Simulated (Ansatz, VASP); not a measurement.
## TiC in VASP and in Ansatz

```
Ti C
1.0
     0.00000    2.20728    2.16400
     2.20728    0.00000    2.16400
     2.20728    2.20728    0.00000
Ti C
1 1
Direct
  0.00000 0.00000 0.00000
  0.50000 0.50000 0.50000
```

Change from the starting cell: equal xx and yy strain of +2 %.

Alike in both runs: task single point; functional PBE; k mesh 16 × 16 × 16; occupations fermi-dirac, width 0.03 eV; no spin polarisation.

|  | VASP | Ansatz |
| --- | --- | --- |
| version | VASP 6.6.1 | Ansatz 0.2.0 |
| potentials or method | VASP PAW PBE potentials, release 64 (Ti_sv, C), cutoff 520 eV | all-electron LAPW, scalar-relativistic |

```tsv
	VASP	Ansatz	Ansatz less VASP
pressure (GPa)	-8.1	-8.3	-0.18
largest component of the traceless stress (GPa)	4.36	4.32	-0.038
```

Ansatz ran all-electron here, so the differences hold the error of VASP's frozen core and of both bases.
